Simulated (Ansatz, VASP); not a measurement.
# CdTe (CdTe(110)): VASP beside Ansatz, part 2 of 3

Aim: how closely do two programs agree when they are given the same cell, functional and k mesh?  The structure shown is the end of the VASP relaxation below.

VASP 6.6.1 and Ansatz 0.2.0.

So far: Starting point; VASP: relaxation, PBE.

**3. Ansatz: single point, PBE**

Level of this step: Ansatz beside VASP: Kohn-Sham DFT, plane waves, PBE (Ansatz).

Ansatz runs on its default PAW (the set named soft_2) files.

The same cell, functional, mesh and smearing now go to Ansatz, which takes its cutoff from its data sets.

Contents of input.yaml:

```yaml
crystal:
  lattice:
    - [4.67407843, 0.0, 0.0]
    - [0.0, 6.6101451, 0.0]
    - [0.0, 0.0, 34.69631371]
  atoms:
    - { symbol: Cd, position: [0.0, 0.05922503, 0.24558587] }
    - { symbol: Cd, position: [0.5, 0.481579, 0.2924883] }
    - { symbol: Cd, position: [0.0, 0.99061302, 0.36544181] }
    - { symbol: Cd, position: [0.5, 0.49066158, 0.43123822] }
    - { symbol: Cd, position: [0.0, 0.99504886, 0.5] }
    - { symbol: Cd, position: [0.5, 0.49066158, 0.56876178] }
    - { symbol: Cd, position: [0.0, 0.99061302, 0.63455819] }
    - { symbol: Cd, position: [0.5, 0.481579, 0.7075117] }
    - { symbol: Cd, position: [0.0, 0.05922503, 0.75441413] }
    - { symbol: Te, position: [0.0, 0.7357972, 0.29802964] }
    - { symbol: Te, position: [0.5, 0.26063275, 0.2223417] }
    - { symbol: Te, position: [0.0, 0.74195932, 0.43268663] }
    - { symbol: Te, position: [0.5, 0.24406306, 0.36311529] }
    - { symbol: Te, position: [0.0, 0.74195932, 0.56731337] }
    - { symbol: Te, position: [0.5, 0.24588921, 0.5] }
    - { symbol: Te, position: [0.0, 0.7357972, 0.70197036] }
    - { symbol: Te, position: [0.5, 0.24406306, 0.63688471] }
    - { symbol: Te, position: [0.5, 0.26063275, 0.7776583] }
hamiltonian:
  xc: pbe
  pseudopotentials: { kind: paw }
kpoints:
  mp_grid: { grid: [5, 4, 1] }
scf:
  occupations: { method: gaussian, width: 0.03 }
  n_extra_bands: 8
efield:
  axis: 3
  dipole_correction: true
  ramp_width: 0.04
output:
  forces: true
  eigenvalues: true
```

Launch:

```bash
$ ansatz run input.yaml --threads 8 --pin off --max-ram 18432MiB --backend cpu --events-out ev --progress --plain --runs-dir out
```

Numbers of over 12 decimals in the logs are rounded to 6 here.

The program printed:

```text
scf.n_extra_bands = 8 over 162 filled bands (N_el = 324.0): the run solves 170 bands
Engine: ansatz 0.2.0, aarch64-unknown-linux-gnu
Pseudopotentials: kind: paw
Pseudopotential: Cd, paw, valence charge 20, recommended cutoff 420 eV (normal), Cd.paw.azcp
Pseudopotential: Te, paw, valence charge 16, recommended cutoff 420 eV (normal), Te.paw.azcp
Functional definition: PBE
  parameter kappa = 0.804
  parameter beta = 0.066725
  exchange = pbe_x(kappa = kappa, mu = beta*pi^2/3)
  correlation = pbe_c(beta = beta)
Crystal: 18 atoms, lattice volume = 1071.989 Å³
Basis set: ecut = 420 eV, 20943 PW (Γ), exchange–correlation on 64×90×480 points (8 copies of the dense FFT grid, shifted against one another)
Bands: 170, of which v1, the nominal top of the filled ones, is band 162 counted from 1 (161 counted from 0)
Symmetry: 2 space group operations
k-points: 9 of 20 (time reversal used)
Non-local potential: Cd, projectors of the file, l = 0: 3, l = 1: 2, l = 2: 2, l = 3: 1
Non-local potential: Te, projectors of the file, l = 0: 2, l = 1: 2, l = 2: 2, l = 3: 2
PAW form: soft (Blöchl's): semilocal exchange-correlation on the pseudo side does not see the compensation charge
PAW one-centre angular grid: Cd, 590 points (default); XC on 64 Gauss nodes
PAW one-centre angular grid: Te, 590 points (default); XC on 64 Gauss nodes
Initial density: superposition of atomic densities (neutral atoms: chi_scale 0, normalization atom), corrected by the library's trained network
Initial wavefunctions: pseudopotential atomic-orbital guess
Functional: x = pbe(κ = 0.804, μ = 0.219515), c = pbe(β = 0.066725)
SCF iter   1: F=—  HF=-137117.249845 eV  |F-HF|=—  |Δ(HF+E_count)|=         —  Δρ=1.12e-3  dr2=3.30e-2  ethr=1.77e-3  p=0.000 e·Å  D=5.24e-14 V/Å  ΔV_dip=-0.00 eV  dr2_dipole=3.84e-9  V_vac-E_F(+/−)=4.82/4.82 eV  ⟨swp⟩=7.2  Hψ=6416  notcnv=0
efield: sawtooth ramp at fractional position 0.9800 (placed from the atoms, in the widest stretch of the axis that holds none; the zero of the levels goes with the place), width 0.0400; the density the first Hamiltonian is built on has a dipole p = 0.000 e·Å; the dipole correction subtracts the counter field D = 5.24e-14 V/Å, which shifts the + side's vacuum level by -0.00 eV against the − side's; the planar-averaged density in the ramp window peaks in size at 5.4e-6 e/Å³
preconditioner: auto → Resta (q_TF=auto, 2.235 Å⁻¹)  ε∞=3.7  [insulator: Δε(μ)=0.929 eV  Ē_g=8.853 eV  σ=0.030 eV  W_gap=1.00  n_scr=202 (ndim 8)  ℏωp=14.4 eV  f_vac=0.449  D(μ)=0.00/eV (n_scr^D=0)  ε∞_Penn≈3.7  vacuum switching on, ρ_ref=5.7e-3 e/Å³]
SCF iter   2: F=—  HF=-137117.241224 eV  |F-HF|=—  |Δ(HF+E_count)|=   8.62e-3  Δρ=5.51e-4  dr2=7.44e-3  ethr=1.02e-5  p=0.000 e·Å  D=7.67e-6 V/Å  ΔV_dip=-0.00 eV  dr2_dipole=8.19e-9  V_vac-E_F(+/−)=4.79/4.79 eV  ⟨swp⟩=2.4  Hψ=2729  notcnv=0  defer=21
SCF iter   3: F=—  HF=-137117.241403 eV  |F-HF|=—  |Δ(HF+E_count)|=   1.79e-4  Δρ=1.33e-4  dr2=4.12e-4  ethr=2.30e-6  p=-0.000 e·Å  D=-2.07e-5 V/Å  ΔV_dip=0.00 eV  dr2_dipole=7.58e-8  V_vac-E_F(+/−)=4.78/4.78 eV  ⟨swp⟩=2.0  Hψ=2254  notcnv=0  defer=21
SCF iter   4: F=—  HF=-137117.241614 eV  |F-HF|=—  |Δ(HF+E_count)|=   2.10e-4  Δρ=6.39e-5  dr2=1.22e-4  ethr=1.27e-7  p=0.000 e·Å  D=2.11e-5 V/Å  ΔV_dip=-0.00 eV  dr2_dipole=9.67e-8  V_vac-E_F(+/−)=4.76/4.77 eV  ⟨swp⟩=2.0  Hψ=2203  notcnv=0  defer=21
SCF iter   5: F=—  HF=-137117.241632 eV  |F-HF|=—  |Δ(HF+E_count)|=   1.80e-5  Δρ=2.12e-5  dr2=3.22e-5  ethr=3.77e-8  p=-0.000 e·Å  D=-2.62e-5 V/Å  ΔV_dip=0.00 eV  dr2_dipole=1.58e-7  V_vac-E_F(+/−)=4.77/4.77 eV  ⟨swp⟩=2.0  Hψ=2237  notcnv=0  defer=21
SCF iter   6: F=—  HF=-137117.241760 eV  |F-HF|=—  |Δ(HF+E_count)|=   1.28e-4  Δρ=1.33e-5  dr2=4.69e-6  ethr=9.95e-9  p=0.000 e·Å  D=2.01e-5 V/Å  ΔV_dip=-0.00 eV  dr2_dipole=9.72e-8  V_vac-E_F(+/−)=4.77/4.77 eV  ⟨swp⟩=2.0  Hψ=2175  notcnv=0  defer=21
SCF iter   7: F=—  HF=-137117.241761 eV  |F-HF|=—  |Δ(HF+E_count)|=   9.49e-7  Δρ=3.84e-6  dr2=2.63e-7  ethr=1.45e-9  p=-0.000 e·Å  D=-7.49e-6 V/Å  ΔV_dip=0.00 eV  dr2_dipole=1.37e-8  V_vac-E_F(+/−)=4.77/4.77 eV  ⟨swp⟩=2.2  Hψ=2314  notcnv=0  defer=21
SCF iter   8: F=-137117.241761 eV  HF=-137117.241761 eV  |F-HF|=6.75e-8  |Δ(HF+E_count)|=   5.09e-7  Δρ=1.62e-6  dr2=7.07e-8  ethr=3.09e-11  p=0.000 e·Å  D=1.36e-5 V/Å  ΔV_dip=-0.00 eV  dr2_dipole=4.39e-8  V_vac-E_F(+/−)=4.77/4.77 eV  ⟨swp⟩=10.1  Hψ=7209  notcnv=0
SCF 1 converged in 8 iterations: F = -137117.241761 eV  dr2 = 7.07e-8
  greatest PAW one-centre occupation: 1.000 electrons in one spin orbital (limit 2), on the Cd atom at site 8 (counted from 0), in its partial waves of l = 0
SCF converged after 8 iterations
Free energy (F): -137117.241761 eV
Harris-Foulkes:  -137117.241761 eV  (|F-HF|=6.75e-8)
Internal energy: -137117.241761 eV  (E = F + TS)
E sigma→0 (E₀):  -137117.241761 eV
Fermi energy:    2.444060 eV
Dipole field:    D = -0.000108 V/Å  (p = -0.000640 e·Å, saw-weighted, corrected)
Work function:   Φ+ = 4.7685 eV   Φ− = 4.7647 eV
Levels:          The Fermi level and band energies are counted from a zero that moves with the ramp; work functions are not
--- Per-component energies (eV) ---
  E_band       = -8829.515254
  E_kinetic    = 6159.256995
  E_local      = -332512.002564  (includes V_loc(G=0)·N_el)
  E_nonlocal   = -2491.349868
  E_hartree    = 165612.383322
  E_xc         = -2702.614194
  E_vxc        = -2922.604647  (∫ρ·V_xc dr)
  E_paw        = -78713.904364  (= ΣΔE_a)
  E_vpaw       = -8287.601408  (= ΣTr[D̂ρ^β])
  E_aug_tail   = -0.001487  (compensation charges beyond the density's cutoff)
  E_efield     = 0.000000  (sawtooth field / dipole correction)
  E_vefield    = 0.000000  (∫n·V_field dr)
  E_ewald      = 107530.990399
  E_smearing   = -0.000000  (= −TS)
  E_closure    = 0.000000  (closes the sum)
  Σ components = -137117.241761   (vs F -137117.241761, Δ=0.00e0)
--- Forces (eV/Å), atoms counted from 1 ---
  atom   1  Cd     0.00000000     0.00986048    -0.00090621
  atom   2  Cd     0.00000000     0.01749599     0.00876497
  atom   3  Cd     0.00000000     0.00821074     0.00857230
  atom   4  Cd     0.00000000    -0.00607111     0.01266141
  atom   5  Cd     0.00000000    -0.01593217    -0.00006769
  atom   6  Cd     0.00000000    -0.00607599    -0.01279275
  atom   7  Cd     0.00000000     0.00819769    -0.00867945
  atom   8  Cd     0.00000000     0.01749010    -0.00885458
  atom   9  Cd     0.00000000     0.00981840     0.00086690
  atom  10  Te     0.00000000     0.00638983     0.00233794
  atom  11  Te    -0.00000000    -0.02095633     0.03922117
  atom  12  Te     0.00000000     0.00926390     0.00294380
  atom  13  Te    -0.00000000    -0.01083549    -0.00470144
  atom  14  Te     0.00000000     0.00926482    -0.00281578
  atom  15  Te    -0.00000000    -0.01071734     0.00007165
  atom  16  Te     0.00000000     0.00639462    -0.00225490
  atom  17  Te    -0.00000000    -0.01083374     0.00482100
  atom  18  Te    -0.00000000    -0.02096372    -0.03916971
  max |Σ_I F_I| component: 1.86e-5 eV/Å
--- Band table (eV; the first three rows and the last of 9) ---
  k-point 0: bands = [... 158 lower, 1.7822, 1.8551, 1.9110, 1.9696, 2.9185, 3.5248, 4.0117, 4.3726, ... 4 higher]
  k-point 1: bands = [... 158 lower, 1.6359, 1.6578, 1.6677, 1.6774, 3.7934, 3.8006, 3.8738, 4.0416, ... 4 higher]
  k-point 2: bands = [... 158 lower, 1.3124, 1.3333, 1.3793, 1.3881, 3.8093, 3.8197, 4.0279, 4.0604, ... 4 higher]
  k-point 8: bands = [... 158 lower, 1.1834, 1.2275, 1.3182, 1.3757, 3.9954, 4.0762, 4.3726, 4.6607, ... 4 higher]
```

It took 37 s on 8 threads of Arm Neoverse V2, shared host; peak memory 6.3 GiB; 4.6 min of CPU time.

Reading the cycles: dr2 is the Hartree energy of the density residual (eV), the measure of convergence; HF is the Harris–Foulkes estimate of the energy, which meets the free energy F at convergence.

**4. Comparison**

Known differences besides the PAW data sets themselves: the data sets hold 324 valence electrons in Ansatz (default PAW (the set named soft_2) files) and 162 in VASP; the cutoff is 420 eV in Ansatz and 320 eV in VASP (PREC = Normal, projectors in real space); VASP leaves aspherical gradient terms in its spheres out (LASPH is not set), Ansatz keeps them. Total energies have different zeros and are not compared.

Both answers:

| quantity | Ansatz | VASP | difference |
| --- | --- | --- | --- |
| gap on the k mesh (eV) | 0.949 | 0.941 | +0.008 |

At this near-relaxed geometry the largest component of a force difference is 28 meV/Å.

**5. Ansatz: band structure, PBE**

Levels along a path test the potential and the projectors away from the mesh points.

Contents of input.yaml:

```yaml
crystal:
  lattice:
    - [4.6740784271, 0.0, 0.0]
    - [0.0, 6.6101451032, 0.0]
    - [0.0, 0.0, 34.6963137084]
  atoms:
    - { symbol: Cd, position: [0.0, 0.0592250298, 0.2455858734] }
    - { symbol: Cd, position: [0.5, 0.4815790023, 0.2924882986] }
    - { symbol: Cd, position: [0.0, 0.9906130204, 0.365441807] }
    - { symbol: Cd, position: [0.5, 0.4906615834, 0.4312382181] }
    - { symbol: Cd, position: [0.0, 0.9950488611, 0.5] }
    - { symbol: Cd, position: [0.5, 0.4906615834, 0.5687617819] }
    - { symbol: Cd, position: [0.0, 0.9906130204, 0.634558193] }
    - { symbol: Cd, position: [0.5, 0.4815790023, 0.7075117014] }
    - { symbol: Cd, position: [0.0, 0.0592250298, 0.7544141266] }
    - { symbol: Te, position: [0.0, 0.7357971994, 0.2980296404] }
    - { symbol: Te, position: [0.5, 0.2606327474, 0.2223417032] }
    - { symbol: Te, position: [0.0, 0.741959324, 0.4326866292] }
    - { symbol: Te, position: [0.5, 0.2440630582, 0.363115287] }
    - { symbol: Te, position: [0.0, 0.741959324, 0.5673133708] }
    - { symbol: Te, position: [0.5, 0.245889209, 0.5] }
    - { symbol: Te, position: [0.0, 0.7357971994, 0.7019703596] }
    - { symbol: Te, position: [0.5, 0.2440630582, 0.636884713] }
    - { symbol: Te, position: [0.5, 0.2606327474, 0.7776582968] }
hamiltonian:
  xc: pbe
  pseudopotentials: { kind: paw }
kpoints:
  mp_grid: { grid: [5, 4, 1] }
  band_path:
    path:
      - [0.0, 0.0, 0.0]
      - [0.07692, 0.0, 0.0]
      - [0.15385, 0.0, 0.0]
      - [0.26923, 0.0, 0.0]
      - [0.34615, 0.0, 0.0]
      - [0.42308, 0.0, 0.0]
      - [0.5, 0.0, 0.0]
      - [0.5, 0.07692, 0.0]
      - [0.5, 0.19231, 0.0]
      - [0.5, 0.26923, 0.0]
      - [0.5, 0.34615, 0.0]
      - [0.5, 0.46154, 0.0]
      - [0.5, 0.5, 0.0]
      - [0.42308, 0.5, 0.0]
      - [0.30769, 0.5, 0.0]
      - [0.23077, 0.5, 0.0]
      - [0.11538, 0.5, 0.0]
      - [0.03846, 0.5, 0.0]
      - [0.0, 0.5, 0.0]
      - [0.0, 0.38462, 0.0]
      - [0.0, 0.30769, 0.0]
      - [0.0, 0.23077, 0.0]
      - [0.0, 0.11538, 0.0]
      - [0.0, 0.03846, 0.0]
      - [0.03846, 0.03846, 0.0]
      - [0.11538, 0.11538, 0.0]
      - [0.19231, 0.19231, 0.0]
      - [0.30769, 0.30769, 0.0]
      - [0.38462, 0.38462, 0.0]
      - [0.5, 0.5, 0.0]
    npoints: 1
scf:
  occupations: { method: gaussian, width: 0.03 }
  n_extra_bands: 15
efield:
  axis: 3
  dipole_correction: true
  ramp_width: 0.04
output:
  forces: true
  eigenvalues: true
```

The program printed:

```text
[...]
Crystal: 18 atoms, lattice volume = 1071.989 Å³
Basis set: ecut = 420 eV, 20943 PW (Γ), exchange–correlation on 64×90×480 points (8 copies of the dense FFT grid, shifted against one another)
Bands: 177, of which v1, the nominal top of the filled ones, is band 162 counted from 1 (161 counted from 0)
Symmetry: 2 space group operations
[...]
k-point 0: bands = [... 158 lower, 1.7822, 1.8551, 1.9109, 1.9696, 2.9184, 3.5248, 4.0117, 4.3726, ... 11 higher]
  k-point 1: bands = [... 158 lower, 1.6358, 1.6578, 1.6676, 1.6773, 3.7934, 3.8005, 3.8738, 4.0416, ... 11 higher]
  k-point 2: bands = [... 158 lower, 1.3124, 1.3333, 1.3793, 1.3881, 3.8093, 3.8197, 4.0278, 4.0604, ... 11 higher]
  k-point 8: bands = [... 158 lower, 1.1834, 1.2274, 1.3182, 1.3757, 3.9954, 4.0762, 4.3725, 4.6607, ... 11 higher]
[key lines of the parts left out:]
SCF converged after 9 iterations
Free energy (F): -137117.241761 eV
Fermi energy:    2.444008 eV
Dipole field:    D = 0.000011 V/Å  (p = 0.000066 e·Å, saw-weighted, corrected)
Work function:   Φ+ = 4.7662 eV   Φ− = 4.7666 eV
```

Run time: 2 min. Hardware: 8 threads; peak memory 8.7 GiB.

(Part 2 of 3 ends here.)

[Lines on the potential files, build, host, timing and source positions are cut from VASP's logs without a mark.]

[Logs are printed without paths, hosts, clocks, repeated set-up lines and the standing remarks that a program may print on its own settings, such as how far it seeks lower states.]

[Hosts, paths, dates, database ids (printed as entryN), source tags and the programs' standing remarks are cut or masked in the printed files.]
